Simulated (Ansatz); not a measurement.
# Pt (Im-3m) in Ansatz: further runs

Aim: see how the results for Pt move with the level of theory and the settings. Levels: PBE, PBE+D3(BJ), PBE+D4, PBEsol+D3(BJ), PBEsol+D4. Tasks: single point, relaxation of cell and atoms.

All numbers are computed with Ansatz 0.2.0; they aren't measurements. Logs are shortened: lines on timing, memory, paths and dates and some standing lists are left out, and cuts for length are marked.

### 1 The structure

Symmetry: Im-3m, No. 229, cubic system. Conventional cell: a = 3.168 Å, b = 3.168 Å, c = 3.168 Å, α = 90.00°, β = 90.00°, γ = 90.00°. Pt (site symmetry m-3m) is surrounded by 8 Pt at 2.74 Å.

This isn't the form of Pt at room conditions, which is fcc.

### 2 Single point, PBE

The input, input.yaml:

```yaml
crystal:
  lattice:
    - [-1.58422, 1.58422, 1.58422]
    - [1.58422, -1.58422, 1.58422]
    - [1.58422, 1.58422, -1.58422]
  atoms:
    - { symbol: Pt, position: [0.0, 0.0, 0.0] }
hamiltonian:
  xc: pbe
  pseudopotentials: { kind: paw }
kpoints:
  mp_grid: { grid: [12, 12, 12] }
scf:
  occupations: { method: gaussian, width: 0.026 }
output:
  forces: true
  stress: true
  eigenvalues: true
```

Potentials or basis: Ansatz PAW.

On the command line:

```console
$ ansatz run input.yaml --threads 2 --pin off --max-ram 5632MiB --backend cpu --events-out ev --progress --plain --runs-dir out
```

Output:

```text
Warning: RAYON_NUM_THREADS=2 ignored (pool sized by the plan → 2); use --threads N
Engine: ansatz 0.2.0, aarch64-unknown-linux-gnu
Pseudopotentials: kind: paw
Pseudopotential: Pt, paw, valence charge 18, recommended cutoff 420 eV (normal), Pt.paw.azcp
Functional definition: PBE
  parameter kappa = 0.804
  parameter beta = 0.06672455060314922
  exchange = pbe_x(kappa = kappa, mu = beta*pi^2/3)
  correlation = pbe_c(beta = beta)
Crystal: 1 atoms, lattice volume = 15.904 Å³
Basis set: ecut = 420 eV, 321 PW (Γ), exchange–correlation on 40×40×40 points (8 copies of the dense FFT grid, shifted against one another)
Bands: 13, of which v1, the nominal top of the filled ones, is band 9 counted from 1 (8 counted from 0)
Symmetry: 48 space group operations
Space group: Im-3m (ITA 229), of the structure as read, at distance tolerance 2.5e-5 Å
k-points: 72 of 1728
Non-local potential: Pt, projectors of the file, l = 0: 3, l = 1: 2, l = 2: 2, l = 3: 1
PAW form: soft (Blöchl's): semilocal exchange-correlation on the pseudo side does not see the compensation charge
PAW one-centre angular grid: Pt, 590 points (default); XC on 64 Gauss nodes
Initial density: superposition of atomic densities (neutral atoms: chi_scale 0, normalization atom), corrected by the library's trained network
Initial wavefunctions: pseudopotential atomic-orbital guess
Functional: x = pbe(κ = 0.804, μ = 0.2195149727645171), c = pbe(β = 0.06672455060314922)
SCF iter   1: F=—  HF=-12522.932127 eV  |F-HF|=—  |Δ(HF+E_count)|=         —  Δρ=3.37e-3  dr2=5.86e-4  ethr=1.77e-3  ⟨swp⟩=5.5  Hψ=5076  notcnv=0
preconditioner: auto → none  [insulator: Δε(μ)=0.086 eV  Ē_g=13.575 eV  σ=0.026 eV  W_gap=0.59  n_scr=0 (ndim 8)  ℏωp=29.4 eV  f_vac=0.000  D(μ)=0.45/eV (n_scr^D=0)  ε∞_Penn≈5.7]
SCF iter   2: F=—  HF=-12522.932826 eV  |F-HF|=—  |Δ(HF+E_count)|=   6.99e-4  Δρ=1.67e-3  dr2=1.01e-4  ethr=3.26e-6  ⟨swp⟩=2.4  Hψ=2031  notcnv=0
SCF iter   3: F=—  HF=-12522.932965 eV  |F-HF|=—  |Δ(HF+E_count)|=   1.38e-4  Δρ=7.79e-4  dr2=2.01e-5  ethr=5.60e-7  ⟨swp⟩=2.3  Hψ=1318  notcnv=0
SCF iter   4: F=—  HF=-12522.933000 eV  |F-HF|=—  |Δ(HF+E_count)|=   3.50e-5  Δρ=2.66e-5  dr2=2.19e-8  ethr=1.12e-7  ⟨swp⟩=2.0  Hψ=1268  notcnv=0
iter 5 did not close the SCF: its close was put off for the readings that it lacked (scf_convergence_deferred on its scf_iter line)
SCF iter   5: F=-12522.933000 eV  HF=-12522.933000 eV  |F-HF|=3.44e-10  |Δ(HF+E_count)|=   2.35e-8  Δρ=7.63e-6  dr2=2.16e-9  ethr=1.22e-10  ⟨swp⟩=2.5  Hψ=1538  notcnv=0
SCF iter   6: F=-12522.933000 eV  HF=-12522.933000 eV  |F-HF|=1.09e-11  |Δ(HF+E_count)|=  5.64e-11  Δρ=3.53e-7  dr2=1.62e-11  ethr=1.20e-11  ⟨swp⟩=2.1  Hψ=3065  notcnv=0
SCF 1 converged in 6 iterations: F = -12522.933000 eV  dr2 = 1.62e-11
SCF converged after 6 iterations
Free energy (F): -12522.933000 eV
Harris-Foulkes:  -12522.933000 eV  (|F-HF|=1.09e-11)
Internal energy: -12522.932848 eV  (E = F + TS)
E sigma→0 (E₀):  -12522.932924 eV
Entropy (-TS):   -0.000151 eV (-0.151 meV/atom)
Fermi energy:    21.488302 eV
--- Per-component energies (eV) ---
  E_band       = -152.084470
  E_kinetic    = 637.100297
  E_local      = -1532.157636  (includes V_loc(G=0)·N_el)
  E_nonlocal   = 200.070234
  E_hartree    = 566.909217
  E_xc         = -261.458044
  E_vxc        = -302.395647  (∫ρ·V_xc dr)
  E_paw        = -9454.036043  (= ΣΔE_a)
  E_vpaw       = -288.520529  (= ΣTr[D̂ρ^β])
  E_aug_tail   = 0.000194  (compensation charges beyond the density's cutoff)
  E_ewald      = -2679.361068
  E_smearing   = -0.000151  (= −TS)
  E_closure    = 0.000000  (closes the sum)
  Σ components = -12522.933000   (vs F -12522.933000, Δ=0.00e0)
--- Forces (eV/Å), atoms counted from 1 ---
  atom   1  Pt    -0.00000000     0.00000000    -0.00000000
  max |Σ_I F_I| component: 2.77e-32 eV/Å
--- Stress (GPa, compression-positive) ---
       -1.420713       0.000000      -0.000000
        0.000000      -1.420713      -0.000000
       -0.000000      -0.000000      -1.420713
  P = ⅓ Tr σ = -1.4207 GPa (-14.207 kbar)
--- Band table (eV; the first three rows and the last of 72) ---
  k-point 0: bands = ["-76.4613", "-30.4871", "-30.4871", "-30.4871", "12.1617", "18.1495", "18.1495", "18.1495", "20.6133", "20.6133", "38.6710", "38.6710", "38.6710"]
  k-point 1: bands = ["-76.4594", "-30.5145", "-30.4967", "-30.4869", "12.4421", "18.0415", "18.1487", "18.3733", "20.4786", "20.6211", "38.7839", "38.8567", "39.0752"]
  k-point 2: bands = ["-76.4541", "-30.5887", "-30.5229", "-30.4864", "13.2243", "17.7584", "18.1236", "19.0210", "20.2439", "20.6516", "38.5140", "38.6750", "40.2234"]
  k-point 71: bands = ["-76.4098", "-30.7863", "-30.7863", "-30.7863", "15.5807", "15.5807", "22.1235", "22.1235", "22.1235", "29.2590", "29.2590", "29.2590", "34.3015"]
```

Run time: 0.47 s. Hardware: 2 threads of Arm Neoverse V2, shared host; peak memory 0.26 GiB.

Results:

- Free energy: -12522.9330 eV
- Pressure: -1.4 GPa
- Band gap on the k mesh: none (metal or under the smearing width)

Levels at points of the mesh, in eV from the Fermi level:
| k point | band 7 | band 8 | band 9 | band 10 | band 11 | band 12 |
| --- | --- | --- | --- | --- | --- | --- |
| (0.00, 0.00, 0.00) | -3.34 | -3.34 | -0.88 | -0.88 | 17.18 | 17.18 |
| (0.00, 0.00, -0.50) | -1.06 | -0.56 | 0.39 | 1.15 | 6.36 | 13.37 |
| (-0.50, -0.50, -0.50) | 0.64 | 0.64 | 0.64 | 7.77 | 7.77 | 7.77 |

Spin-orbit coupling is left out, which matters for the levels of Pt.

### 3 Relaxation of cell and atoms, PBE+D3(BJ)

Changes to input.yaml since step 2:

```diff
@@ -10,2 +10,3 @@
   pseudopotentials: { kind: paw }
+  dispersion: d3bj
 kpoints:
@@ -13,3 +14,3 @@
 scf:
-  occupations: { method: gaussian, width: 0.026 }
+  occupations: { method: fermi_dirac, width: 0.05 }
 output:
@@ -18 +19,5 @@
   eigenvalues: true
+relax:
+  f_tol: 0.01
+  max_steps: 40
+  cell: { stress_tol: 0.05 }
```

Potentials or basis: Ansatz PAW.

On the command line:

```console
$ ansatz run input.yaml --threads 2 --pin off --max-ram 5632MiB --backend cpu --events-out ev --progress --plain --runs-dir out
```

Output:

```text
Warning: RAYON_NUM_THREADS=2 ignored (pool sized by the plan → 2); use --threads N
Engine: ansatz 0.2.0, aarch64-unknown-linux-gnu
Pseudopotentials: kind: paw
Pseudopotential: Pt, paw, valence charge 18, recommended cutoff 420 eV (normal), Pt.paw.azcp
Functional definition: PBE
  parameter kappa = 0.804
  parameter beta = 0.06672455060314922
  exchange = pbe_x(kappa = kappa, mu = beta*pi^2/3)
  correlation = pbe_c(beta = beta)
Crystal: 1 atoms, lattice volume = 15.904 Å³
Basis set: ecut = 420 eV, 321 PW (Γ), exchange–correlation on 40×40×40 points (8 copies of the dense FFT grid, shifted against one another)
Bands: 13, of which v1, the nominal top of the filled ones, is band 9 counted from 1 (8 counted from 0)
Symmetry: 48 space group operations
Space group: Im-3m (ITA 229), of the structure as read, at distance tolerance 2.5e-5 Å
k-points: 72 of 1728
Non-local potential: Pt, projectors of the file, l = 0: 3, l = 1: 2, l = 2: 2, l = 3: 1
[... 80 lines left out ...]
  E_closure    = -0.000000  (closes the sum)
  Σ components = -12523.689411   (vs F -12523.689411, Δ=0.00e0)
--- Forces (eV/Å), atoms counted from 1 ---
  atom   1  Pt    -0.00000000     0.00000000     0.00000000
  max |Σ_I F_I| component: 7.40e-32 eV/Å
--- Stress (GPa, compression-positive) ---
        0.028815      -0.000000      -0.000000
        0.000000       0.028815      -0.000000
        0.000000      -0.000000       0.028815
  P = ⅓ Tr σ = 0.0288 GPa (0.288 kbar)
--- Band table (eV; the first three rows and the last of 72) ---
  k-point 0: bands = ["-75.4557", "-29.4609", "-29.4609", "-29.4609", "12.8857", "19.0593", "19.0593", "19.0593", "21.6640", "21.6640", "39.7769", "39.7769", "39.7769"]
  k-point 1: bands = ["-75.4534", "-29.4925", "-29.4719", "-29.4607", "13.1766", "18.9439", "19.0574", "19.2960", "21.5183", "21.6724", "39.9046", "40.0136", "40.2034"]
  k-point 2: bands = ["-75.4471", "-29.5782", "-29.5019", "-29.4602", "13.9856", "18.6417", "19.0269", "19.9817", "21.2672", "21.7052", "39.8410", "39.8446", "41.4163"]
  k-point 71: bands = ["-75.3937", "-29.8039", "-29.8039", "-29.8039", "16.3172", "16.3172", "23.2855", "23.2855", "23.2855", "30.4657", "30.4657", "30.4657", "35.9786"]
--- Relaxed structure (4 steps of the walk, 3 accepted, 1 SCFs on fresh bases) ---
  F+E_penalty+E_count = -12523.68941083 eV   max|allowed force component| = 0.000e0 eV/Å   (the final SCF, on the basis selected at the relaxed cell)
  cell:  # Å, volume = 15.3139 Å³
    - [-1.564380033767857, 1.564380033767857, 1.564380033767857]
    - [1.564380033767857, -1.564380033767857, 1.564380033767857]
    - [1.564380033767857, 1.564380033767857, -1.564380033767857]
  atoms:
    - { symbol: Pt, position: [0.0, 0.0, 0.0] }
```

Wall time 2.4 s (2 threads of Arm Neoverse V2, shared host); peak memory 0.28 GiB.

Results:

| Quantity | Value |
| --- | --- |
| Free energy | -12523.6894 eV |
| Relaxed volume | 15.31 Å³/atom |
| Relaxed cell | a = 2.710 Å, b = 2.710 Å, c = 2.710 Å, α = 109.47°, β = 109.47°, γ = 109.47° |
| Space group after relaxing (to 0.05 Å) | Im-3m (No. 229) |
| Energy gained by relaxing | 17.4 meV/atom |
| Ionic steps | 4 |
| Pressure after relaxing | 0.0 GPa |
| Band gap on the k mesh | none (metal or under the smearing width) |

Step by step:
```tsv
step	energy change (eV)	largest force (eV/Å)	volume (Å³)
1	0.0000	0.0000	15.90
2	-0.0172	0.0000	15.40
3	-0.0177	0.0000	15.31
4	-0.0174	0.0000	15.31
```

Final structure:
```
Pt
1.0
    -1.56438    1.56438    1.56438
     1.56438   -1.56438    1.56438
     1.56438    1.56438   -1.56438
Pt
1
Cartesian
  0.0000 0.0000 0.0000
```

Levels at points of the mesh, in eV from the Fermi level:
```tsv
k point	band 7	band 8	band 9	band 10	band 11	band 12
(0.00, 0.00, 0.00)	-3.58	-3.58	-0.98	-0.98	17.13	17.13
(0.00, 0.00, -0.50)	-1.16	-0.63	0.23	1.20	6.66	13.34
(-0.50, -0.50, -0.50)	0.64	0.64	0.64	7.82	7.82	7.82
```

Caveat: the plane-wave basis is chosen anew once the cell has moved, so the energies of steps on either side of that aren't comparable; pairwise dispersion overbinds metals, which lowers pressure and volume.

### 4 Relaxation of cell and atoms, PBE+D4

Changes to input.yaml since step 3:

```diff
@@ -10,3 +10,3 @@
   pseudopotentials: { kind: paw }
-  dispersion: d3bj
+  dispersion: d4
 kpoints:
@@ -19,2 +19,6 @@
   eigenvalues: true
+  write_density: true
+  write_potential: true
+  elf: true
+  volumetric_format: npy
 relax:
```

On the command line:

```console
$ ansatz run input.yaml --threads 2 --pin off --max-ram 5632MiB --backend cpu --events-out ev --progress --plain --runs-dir out
```

It took 2.9 s on 2 threads of Arm Neoverse V2, shared host; peak memory 0.28 GiB.

The run converged. Its results:

| Property | Result |
| --- | --- |
| Free energy | -12523.6837 eV |
| Relaxed volume | 15.37 Å³/atom |
| Relaxed cell | a = 2.713 Å, b = 2.713 Å, c = 2.713 Å, α = 109.47°, β = 109.47°, γ = 109.47° |
| Space group after relaxing (to 0.05 Å) | Im-3m (No. 229) |
| Energy gained by relaxing | 14.0 meV/atom |
| Ionic steps | 4 |
| Pressure after relaxing | 0.0 GPa |
| Band gap on the k mesh | none (metal or under the smearing width) |

Step by step:
```
step  energy change (eV)  largest force (eV/Å)  volume (Å³)
   1              0.0000                0.0000        15.90
   2             -0.0140                0.0000        15.45
   3             -0.0143                0.0000        15.37
   4             -0.0140                0.0000        15.37
```

Final structure:
```yaml
crystal:
  lattice:
    - [-1.56644, 1.56644, 1.56644]
    - [1.56644, -1.56644, 1.56644]
    - [1.56644, 1.56644, -1.56644]
  atoms:
    - { symbol: Pt, position: [0.00000, 0.00000, 0.00000] }
```

Levels at points of the mesh, in eV from the Fermi level:
```csv
k point,band 6,band 7,band 8,band 9,band 10,band 11,band 12,band 13
"(0.00, 0.00, 0.00)",-3.56,-3.56,-3.56,-0.97,-0.97,17.14,17.14,17.14
"(0.00, 0.00, -0.50)",-5.05,-1.15,-0.63,0.24,1.19,6.62,13.34,16.17
"(-0.50, -0.50, -0.50)",-6.29,0.64,0.64,0.64,7.81,7.81,7.81,13.28
```

Caveat: the plane-wave basis is chosen anew once the cell has moved, so the energies of steps on either side of that aren't comparable; pairwise dispersion overbinds metals, which lowers pressure and volume. Spin-orbit coupling is left out, which matters for the levels of Pt.

[end of part 1 of 2]
